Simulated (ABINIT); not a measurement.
# Cu (Fm-3m) in ABINIT: notebook

Aim: see how the results for Cu move with the level of theory and the settings. Levels: LDA-PZ, HLE16, WC. Tasks: band structure, equation of state.

All numbers are computed with ABINIT 10.8.3 (patched build); they aren't measurements. Logs are shortened: lines on timing, memory, paths and dates and some standing lists are left out, and cuts for length are marked. The log counts tension as positive stress, the text compression.

## (1) The crystal as given

The structure is cubic, space group Fm-3m (No. 225). Conventional cell: a = 3.615 Å, b = 3.615 Å, c = 3.615 Å, α = 90.00°, β = 90.00°, γ = 90.00°. Cu (site symmetry m-3m) has 12 Cu at 2.56 Å as nearest neighbours.

## (2) Band structure, LDA-PZ

The input, run.abi:

```
# Datasets: ground state, then fixed potential
ndtset 2

# Pseudopotentials
pp_dirpath "./"
pseudos "Cu.upf"

# Structure
acell 4.8305009387 4.8305009387 4.8305009387
rprim
     0.0000000000     0.7071067812     0.7071067812
     0.7071067812     0.0000000000     0.7071067812
     0.7071067812     0.7071067812     0.0000000000
ntypat 1
znucl 29
natom 1
typat 1
xred
     0.0000000000     0.0000000000     0.0000000000

# Plane-wave basis
ecut 42.0

# Exchange and correlation
ixc 2

# Bands and occupations
occopt 3
tsmear 0.05 eV

# SCF cycle
nstep 100

# Output
iomode 3
prtwf 0
prteig 0
prtebands 0
enunit 2
prtden1 1

# Dataset 1
kptopt1 1
ngkpt1 13 13 13
nshiftk1 1
shiftk1 0.0 0.0 0.0
nband1 14
tolvrs1 1.0e-10

# Dataset 2: bands along G-X-W-K-G-L-U-W-L-K
iscf2 -2
getden2 1
nband2 18
nbdbuf2 2
tolwfr2 1.0e-12
kptopt2 -9
ndivsm2 6
prteig2 1
kptbounds2
     0.0000000000     0.0000000000     0.0000000000
     0.5000000000     0.0000000000     0.5000000000
     0.5000000000     0.2500000000     0.7500000000
     0.3750000000     0.3750000000     0.7500000000
     0.0000000000     0.0000000000     0.0000000000
     0.5000000000     0.5000000000     0.5000000000
     0.6250000000     0.2500000000     0.6250000000
     0.5000000000     0.2500000000     0.7500000000
     0.5000000000     0.5000000000     0.5000000000
     0.3750000000     0.3750000000     0.7500000000
```

Potentials or basis: PseudoDojo NC SR LDA v0.4.1 standard.

On the command line:

```console
> abinit run.abi > log 2>&1
```

run.abo:

```text
.Version 10.8.3 of ABINIT
 DATASET    1 : space group Fm -3 m (#225); Bravais cF (face-center cubic)
================================================================================
 Values of the parameters that define the memory need for DATASET  1.
     intxc =       0    ionmov =       0      iscf =       7    lmnmax =       6
     lnmax =       6     mgfft =      30  mpssoang =       3    mqgrid =    3001
     natom =       1  nloc_mem =       1    nspden =       1   nspinor =       1
    nsppol =       1      nsym =      48    n1xccc =    2501    ntypat =       1
    occopt =       3   xclevel =       1
       mpw =        1048          nfft =       27000          nkpt =          84
================================================================================
================================================================================

 DATASET    2 : space group Fm -3 m (#225); Bravais cF (face-center cubic)
================================================================================
 Values of the parameters that define the memory need for DATASET  2.
     intxc =       0    ionmov =       0      iscf =      -2    lmnmax =       6
     lnmax =       6     mgfft =      30  mpssoang =       3    mqgrid =    3001
     natom =       1  nloc_mem =       1    nspden =       1   nspinor =       1
    nsppol =       1      nsym =      48    n1xccc =    2501    ntypat =       1
    occopt =       3   xclevel =       1
       mpw =        1048          nfft =       27000          nkpt =         103
================================================================================
================================================================================

--------------------------------------------------------------------------------
------------- Echo of variables that govern the present computation ------------
--------------------------------------------------------------------------------
 -outvars: echo values of preprocessed input variables --------
            acell      4.8305009387E+00  4.8305009387E+00  4.8305009387E+00 Bohr
              amu      6.35460000E+01
             ecut      4.20000000E+01 Hartree
           enunit           2
           getden1          0
           getden2          1
             iscf1          7
             iscf2         -2
                       outvar_i_n : Printing only first  50 k-points.
              ixc           2
           jdtset        1    2
                       outvar_i_n : Printing only first  50 k-points.
           kptopt1          1
           kptopt2         -9
         kptrlatt       13    0    0      0   13    0      0    0   13
          kptrlen1     6.27965122E+01
          kptrlen2     3.00000000E+01
            natom           1
            nband1         14
            nband2         18
           nbdbuf1          0
           nbdbuf2          2
           ndtset           2
           ndivsm1          0
           ndivsm2          6
            ngfft          30      30      30
             nkpt1         84
             nkpt2        103
            nstep         100
             nsym          48
           ntypat           1
                       prtocc : prtvol=0, do not print more k-points.
           occopt           3
        prtebands           0
           prteig1          0
           prteig2          1
            prtwf           0
            rprim      0.0000000000E+00  7.0710678120E-01  7.0710678120E-01
                       7.0710678120E-01  0.0000000000E+00  7.0710678120E-01
                       7.0710678120E-01  7.0710678120E-01  0.0000000000E+00
           shiftk1     0.00000000E+00  0.00000000E+00  0.00000000E+00
           shiftk2     5.00000000E-01  5.00000000E-01  5.00000000E-01
          spgroup         225
           tolvrs1     1.00000000E-10
           tolvrs2     0.00000000E+00
           tolwfr1     0.00000000E+00
           tolwfr2     1.00000000E-12
           tsmear      1.83746611E-03 Hartree
            typat      1
                       outvars : Printing only first  50 k-points.
            znucl       29.00000

================================================================================
[... 8 lines left out ...]
--- !DatasetInfo
iteration_state: {dtset: 1, }
dimensions: {natom: 1, nkpt: 84, mband: 14, nsppol: 1, nspinor: 1, nspden: 1, mpw: 1048, }
cutoff_energies: {ecut:  42.0, pawecutdg:  -1.0, }
electrons: {nelect:   1.90000000E+01, charge:   0.00000000E+00, occopt:   3.00000000E+00, tsmear:   1.83746611E-03, }
meta: {optdriver: 0, ionmov: 0, optcell: 0, iscf: 7, paral_kgb: 0, }
...

 Exchange-correlation functional for the present dataset will be:
  LDA: Perdew-Zunger-Ceperley-Alder - ixc=2
  J.P.Perdew and A.Zunger, PRB 23, 5048 (1981)

 Real(R)+Recip(G) space primitive vectors, cartesian coordinates (Bohr,Bohr^-1):
 R(1)=  0.0000000  3.4156800  3.4156800  G(1)= -0.1463837  0.1463837  0.1463837
[... 174 lines left out ...]
 Non-SCF case, kpt    2 (  0.02941  0.00000  0.02941), residuals and eigenvalues=
  2.18E-13  1.73E-13  1.69E-13  1.69E-13  7.19E-13  2.14E-13  2.72E-13  2.97E-13
  5.80E-13  1.70E-13  3.49E-13  5.45E-13  7.58E-13  1.99E-13  8.62E-13  7.33E-13
  4.07E-13  5.36E-13
 -3.7576E+00 -2.2061E+00 -2.2061E+00 -2.2061E+00  4.1048E-03  2.3895E-01
  2.3980E-01  2.3980E-01  2.7069E-01  2.7129E-01  1.1793E+00  1.2537E+00
  1.2537E+00  1.2661E+00  1.3740E+00  1.3844E+00  1.3844E+00  1.5175E+00
[... 693 lines left out ...]
 Non-SCF case, kpt  102 (  0.38750  0.38750  0.72500), residuals and eigenvalues=
  3.73E-13  1.74E-13  3.20E-13  1.45E-13  6.40E-13  1.09E-13  1.16E-13  5.40E-13
  6.99E-13  2.76E-13  7.57E-13  1.89E-13  2.20E-13  2.21E-13  9.92E-13  1.54E-13
  2.39E-13  6.51E-06
 -3.7569E+00 -2.2092E+00 -2.2085E+00 -2.2072E+00  1.9506E-01  2.0273E-01
  2.4365E-01  2.7292E-01  2.8902E-01  5.0887E-01  5.3545E-01  6.5445E-01
  9.1805E-01  1.0646E+00  1.4563E+00  1.6502E+00  1.6905E+00  1.8095E+00
 Non-SCF case, kpt  103 (  0.37500  0.37500  0.75000), residuals and eigenvalues=
  3.38E-13  1.97E-13  7.56E-13  6.09E-13  5.89E-13  1.14E-13  9.06E-14  1.85E-13
  4.69E-13  2.97E-13  5.27E-14  3.94E-13  2.11E-13  3.56E-13  2.01E-13  6.89E-13
  4.99E-12  4.69E-08
 -3.7569E+00 -2.2093E+00 -2.2085E+00 -2.2073E+00  1.9198E-01  2.0038E-01
  2.4885E-01  2.7615E-01  2.9003E-01  5.0731E-01  5.5896E-01  6.3492E-01
  9.0159E-01  1.0589E+00  1.4081E+00  1.6816E+00  1.7284E+00  1.8300E+00

--- !ResultsGS
iteration_state: {dtset: 2, }
comment   : Summary of ground state results
lattice_vectors:
- [  0.0000000,   3.4156800,   3.4156800, ]
- [  3.4156800,   0.0000000,   3.4156800, ]
- [  3.4156800,   3.4156800,   0.0000000, ]
lattice_lengths: [   4.83050,    4.83050,    4.83050, ]
lattice_angles: [ 60.000,  60.000,  60.000, ] # degrees, (23, 13, 12)
lattice_volume:   7.9700586E+01
convergence: {deltae:  0.000E+00, res2:  0.000E+00, residm:  9.978E-13, diffor:  0.000E+00, }
etotal    :  -1.89453133E+02
entropy   :   0.00000000E+00
fermie    :   3.56567816E-01
cartesian_stress_tensor: null
pressure_GPa: null
xred      :
- [  0.0000E+00,   0.0000E+00,   0.0000E+00, Cu]
cartesian_forces: null
force_length_stats: {min: null, max: null, mean: null, }
...

 Integrated electronic density in atomic spheres:
 ------------------------------------------------
 Atom  Sphere_radius  Integrated_density
    1        2.00000         17.35506568
================================================================================

 ----iterations are completed or convergence reached----

 Mean square residual over all n,k,spin=   39.821E-14; max=  99.776E-14
 reduced coordinates (array xred) for    1 atoms
       0.000000000000      0.000000000000      0.000000000000

 cartesian coordinates (angstrom) at end:
    1      0.00000000000000     0.00000000000000     0.00000000000000
 length scales=  4.830500938700  4.830500938700  4.830500938700 bohr
              =  2.556191012271  2.556191012271  2.556191012271 angstroms
 Eigenvalues (hartree) for nkpt= 103  k points:
 kpt#   1, nband= 18, wtk=  1.00000, kpt=  0.0000  0.0000  0.0000 (reduced coord)
  -3.75757   -2.20605   -2.20605   -2.20605    0.00255    0.23941    0.23941    0.23941
   0.27112    0.27112    1.18525    1.27249    1.27249    1.27249    1.36469    1.36469
   1.36469    1.51333
 kpt#   2, nband= 18, wtk=  1.00000, kpt=  0.0294  0.0000  0.0294 (reduced coord)
  -3.75757   -2.20607   -2.20605   -2.20605    0.00410    0.23895    0.23980    0.23980
   0.27069    0.27129    1.17927    1.25367    1.25367    1.26615    1.37400    1.38441
   1.38441    1.51745
 kpt#   3, nband= 18, wtk=  1.00000, kpt=  0.0588  0.0000  0.0588 (reduced coord)
  -3.75755   -2.20618   -2.20610   -2.20610    0.00874    0.23755    0.24092    0.24092
   0.26942    0.27181    1.16422    1.21703    1.21703    1.24941    1.39894    1.42358
   1.42358    1.51070
 kpt#   4, nband= 18, wtk=  1.00000, kpt=  0.0882  0.0000  0.0882 (reduced coord)
  -3.75752   -2.20634   -2.20616   -2.20616    0.01641    0.23528    0.24277    0.24277
   0.26738    0.27265    1.14498    1.17688    1.17688    1.22668    1.43459    1.45898
   1.46783    1.46783
 kpt#   5, nband= 18, wtk=  1.00000, kpt=  0.1176  0.0000  0.1176 (reduced coord)
[... 380 lines left out ...]
  -3.75692   -2.20938   -2.20813   -2.20707    0.19518    0.21067    0.23699    0.26304
   0.28914    0.45957    0.51321    0.74721    0.96152    1.07983    1.54610    1.55718
   1.60738    1.81279
 kpt# 101, nband= 18, wtk=  1.00000, kpt=  0.4000  0.4000  0.7000 (reduced coord)
  -3.75690   -2.20924   -2.20838   -2.20716    0.19669    0.20600    0.23916    0.26834
   0.28882    0.48669    0.52310    0.69549    0.93815    1.07159    1.50548    1.60651
   1.64496    1.80588
 kpt# 102, nband= 18, wtk=  1.00000, kpt=  0.3875  0.3875  0.7250 (reduced coord)
  -3.75688   -2.20918   -2.20851   -2.20723    0.19506    0.20273    0.24365    0.27292
   0.28902    0.50887    0.53545    0.65445    0.91805    1.06459    1.45626    1.65015
   1.69046    1.80949
 kpt# 103, nband= 18, wtk=  1.00000, kpt=  0.3750  0.3750  0.7500 (reduced coord)
  -3.75687   -2.20926   -2.20846   -2.20730    0.19198    0.20038    0.24885    0.27615
   0.29003    0.50731    0.55896    0.63492    0.90159    1.05889    1.40805    1.68160
   1.72841    1.83001
 Eigenvalues (   eV  ) for nkpt= 103  k points:
 kpt#   1, nband= 18, wtk=  1.00000, kpt=  0.0000  0.0000  0.0000 (reduced coord)
-102.24877  -60.02966  -60.02966  -60.02966    0.06949    6.51475    6.51475    6.51475
   7.37742    7.37742   32.25230   34.62628   34.62628   34.62628   37.13524   37.13524
  37.13524   41.17994
 kpt#   2, nband= 18, wtk=  1.00000, kpt=  0.0294  0.0000  0.0294 (reduced coord)
-102.24859  -60.03036  -60.02976  -60.02976    0.11170    6.50207    6.52519    6.52519
   7.36576    7.38230   32.08960   34.11416   34.11416   34.45363   37.38842   37.67179
  37.67179   41.29192
 kpt#   3, nband= 18, wtk=  1.00000, kpt=  0.0588  0.0000  0.0588 (reduced coord)
-102.24810  -60.03317  -60.03091  -60.03091    0.23780    6.46399    6.55565    6.55565
   7.33121    7.39623   31.67991   33.11718   33.11718   33.99812   38.06710   38.73771
  38.73771   41.10836
 kpt#   4, nband= 18, wtk=  1.00000, kpt=  0.0882  0.0000  0.0882 (reduced coord)
-102.24730  -60.03761  -60.03263  -60.03263    0.44648    6.40234    6.60617    6.60617
   7.27589    7.41906   31.15652   32.02460   32.02460   33.37963   39.03729   39.70074
  39.94174   39.94174
 kpt#   5, nband= 18, wtk=  1.00000, kpt=  0.1176  0.0000  0.1176 (reduced coord)
[... 381 lines left out ...]
   7.86779   12.50561   13.96511   20.33260   26.16440   29.38358   42.07142   42.37314
  43.73892   49.32863
 kpt# 101, nband= 18, wtk=  1.00000, kpt=  0.4000  0.4000  0.7000 (reduced coord)
-102.23040  -60.11647  -60.09307  -60.05981    5.35227    5.60541    6.50784    7.30200
   7.85929   13.24357   14.23418   18.92517   25.52834   29.15942   40.96619   43.71529
  44.76164   49.14052
 kpt# 102, nband= 18, wtk=  1.00000, kpt=  0.3875  0.3875  0.7250 (reduced coord)
-102.22997  -60.11494  -60.09666  -60.06190    5.30796    5.51653    6.63011    7.42647
   7.86472   13.84712   14.57041   17.80843   24.98141   28.96891   39.62699   44.90294
  45.99975   49.23875
 kpt# 103, nband= 18, wtk=  1.00000, kpt=  0.3750  0.3750  0.7500 (reduced coord)
-102.22971  -60.11714  -60.09519  -60.06366    5.22393    5.45269    6.77146    7.51441
   7.89215   13.80457   15.20999   17.27717   24.53344   28.81373   38.31503   45.75873
  47.03245   49.79710

== END DATASET(S) ==============================================================
================================================================================

 -outvars: echo values of variables after computation  --------
            acell      4.8305009387E+00  4.8305009387E+00  4.8305009387E+00 Bohr
           etotal1    -1.8945313305E+02
            fcart1    -0.0000000000E+00 -0.0000000000E+00 -0.0000000000E+00
            rprim      0.0000000000E+00  7.0710678120E-01  7.0710678120E-01
                       7.0710678120E-01  0.0000000000E+00  7.0710678120E-01
                       7.0710678120E-01  7.0710678120E-01  0.0000000000E+00
           strten1     5.0396044434E-04  5.0396044434E-04  5.0396044434E-04
                       0.0000000000E+00  0.0000000000E+00  0.0000000000E+00
 Calculation completed.
```

Run time: 60 s. Hardware: 1 thread of Arm Neoverse V1, shared host; peak memory 0.11 GiB.

What came out:

- Free energy: -5155.2824 eV
- Band gap on the k mesh: none (metal or under the smearing width)
- Valence electrons inside the program's atomic spheres: Cu 17.36 (radii [1.0584] Å)

Levels at the corners of the path, in eV from the Fermi level:
```tsv
point	band 7	band 8	band 9	band 10	band 11	band 12
Γ	-3.19	-3.19	-2.33	-2.33	22.55	24.92
X	-1.76	-1.61	-1.61	1.22	6.90	12.74
W	-3.71	-2.37	-1.61	5.97	5.97	8.18
K	-2.93	-2.19	-1.81	4.10	5.51	7.57
Γ	-3.19	-3.19	-2.33	-2.33	22.55	24.92
L	-3.21	-1.75	-1.75	-1.24	3.52	21.05
U	-2.93	-2.19	-1.81	4.10	5.51	7.57
W	-3.71	-2.37	-1.61	5.97	5.97	8.18
L	-3.21	-1.75	-1.75	-1.24	3.52	21.05
K	-2.93	-2.19	-1.81	4.10	5.51	7.57
```

Caveat: the cutoff is too short for stress, so the log's stress isn't used.

## (3) Band structure, HLE16

run.abi, as its differences from that of step 2:

```diff
@@ -1,9 +1,6 @@
-# Datasets: ground state, then fixed potential
 ndtset 2
 
-# Pseudopotentials
 pp_dirpath "./"
-pseudos "Cu.upf"
+pseudos "Cu.GGA_PBE-JTH.xml"
 
-# Structure
 acell 4.8305009387 4.8305009387 4.8305009387
@@ -17,12 +14,10 @@
 typat 1
-xred
-     0.0000000000     0.0000000000     0.0000000000
+xcart
+     0.0000000000     0.0000000000     0.0000000000 Angstrom
 
-# Plane-wave basis
-ecut 42.0
+ecut 20.0
+pawecutdg 40.0
 
-# Exchange and correlation
-ixc 2
+ixc -545
 
-# Bands and occupations
 occopt 3
@@ -30,6 +25,4 @@
 
-# SCF cycle
 nstep 100
 
-# Output
 iomode 3
@@ -38,6 +31,5 @@
 prtebands 0
-enunit 2
+enunit 1
 prtden1 1
 
-# Dataset 1
 kptopt1 1
@@ -47,5 +39,4 @@
 nband1 14
-tolvrs1 1.0e-10
+tolvrs1 1.0e-9
 
-# Dataset 2: bands along G-X-W-K-G-L-U-W-L-K
 iscf2 -2
@@ -56,4 +47,5 @@
 kptopt2 -9
-ndivsm2 6
+ndivsm2 8
 prteig2 1
+prtvol2 -3
 kptbounds2
```

Potentials or basis: JTH PAW PBE v2.0.

On the command line:

```console
> abinit run.abi > log 2>&1
```

It took 36 s on 1 thread of Arm Neoverse V1, shared host; peak memory 0.11 GiB.

The run converged. Its results:

| Item | Value |
| --- | --- |
| Free energy | -5541.3829 eV |
| Band gap on the k mesh | none (metal or under the smearing width) |
| Valence electrons inside the program's atomic spheres | Cu 17.58 (radii [1.0588] Å) |

Levels at the corners of the path, in eV from the Fermi level:
| point | band 6 | band 7 | band 8 | band 9 | band 10 | band 11 | band 12 | band 13 |
| --- | --- | --- | --- | --- | --- | --- | --- | --- |
| Γ | -3.79 | -3.79 | -3.79 | -3.10 | -3.10 | 23.16 | 25.95 | 25.95 |
| X | -4.96 | -2.64 | -2.50 | -2.50 | 1.99 | 7.19 | 13.76 | 13.76 |
| W | -4.13 | -4.13 | -3.11 | -2.50 | 6.40 | 6.40 | 8.12 | 9.71 |
| K | -4.58 | -3.45 | -2.98 | -2.66 | 4.52 | 5.84 | 8.22 | 15.76 |
| Γ | -3.79 | -3.79 | -3.79 | -3.10 | -3.10 | 23.16 | 25.95 | 25.95 |
| L | -3.82 | -3.82 | -2.62 | -2.62 | -0.62 | 3.83 | 21.45 | 22.90 |
| U | -4.58 | -3.45 | -2.98 | -2.66 | 4.52 | 5.84 | 8.22 | 15.76 |
| W | -4.13 | -4.13 | -3.11 | -2.50 | 6.40 | 6.40 | 8.12 | 9.71 |
| L | -3.82 | -3.82 | -2.62 | -2.62 | -0.62 | 3.83 | 21.45 | 22.90 |
| K | -4.58 | -3.45 | -2.98 | -2.66 | 4.52 | 5.84 | 8.22 | 15.76 |

Caveat: the cutoff is too short for stress, so the log's stress isn't used; the potentials were made for a functional far from this one; the potentials were made for another functional, which shifts forces and pressure.

## (4) Equation of state, WC

The input, run.abi:

```
# Datasets: one volume each
ndtset 7
getwfk -1
scalecart1 3*0.9795861087
scalecart2 3*0.9864848297
scalecart3 3*0.9932883884
scalecart4 3*1.0000000000
scalecart5 3*1.0066227096
scalecart6 3*1.0131594038
scalecart7 3*1.0196128224

# Pseudopotentials
pp_dirpath "./"
pseudos "Cu.GGA_PBE-JTH.xml"

# Structure
acell 3*1.0 Angstrom
rprim
     0.0000000000     1.8075000000     1.8075000000
     1.8075000000     0.0000000000     1.8075000000
     1.8075000000     1.8075000000     0.0000000000
ntypat 1
znucl 29
natom 1
typat 1
xred
     0.0000000000     0.0000000000     0.0000000000

# Plane-wave basis
ecut 20.0
pawecutdg 40.0

# k points
kptopt 1
ngkpt 13 13 13
nshiftk 1
shiftk 0.0 0.0 0.0

# Exchange and correlation
ixc 23

# Bands and occupations
nband 14
occopt 3
tsmear 0.05 eV

# SCF cycle
nstep 100
tolvrs 1.0e-9

# Output
iomode 3
prtwf 1
prtden 0
prteig 0
prtebands 0
enunit 1
```

On the command line:

```console
> abinit run.abi > log 2>&1
```

It took 85 s on 1 thread of Arm Neoverse V1, shared host; peak memory 0.13 GiB.

The run converged. Its results:

```
Equilibrium volume                      : 11.41 Å³/atom
Bulk modulus                            : 167 GPa
Pressure derivative of the bulk modulus : 5.1 (rough: it moves with the points fitted)
```

Energy against volume, from the lowest point:
```csv
volume (Å³/atom),energy (meV/atom)
11.102,3.94
11.338,0.00
11.574,0.33
11.810,6.06
12.047,15.74
12.283,29.37
12.519,45.47
```

Caveat: the cutoff is too short for stress, so the log's stress isn't used; pressures at fixed basis lie under the slope of the energies; the PAW data sets were made with another functional, which shifts forces and pressure a little.

## (5) The runs side by side

| task | level | potentials or basis | cutoff (eV) | fine-grid cutoff | gap on the mesh (eV) |
| --- | --- | --- | --- | --- | --- |
| band structure | LDA-PZ | PseudoDojo NC SR LDA v0.4.1 standard | 1143 | - | none |
| band structure | HLE16 | JTH PAW PBE v2.0 | 544 | 1088.46 eV | none |
| equation of state | WC | JTH PAW PBE v2.0 | 544 | 1088.46 eV | - |

Alike in all rows: no spin polarisation; cell as given; k mesh 13 × 13 × 13; smearing fermi-dirac 0.05 eV.

Caveats: the potentials were made for a functional far from this one (some runs); the potentials were made for another functional, which shifts forces and pressure (some runs); pressures at fixed basis lie under the slope of the energies (some runs); the PAW data sets were made with another functional, which shifts forces and pressure a little (some runs).

Absolute energies hang on the potentials; compare differences alone.
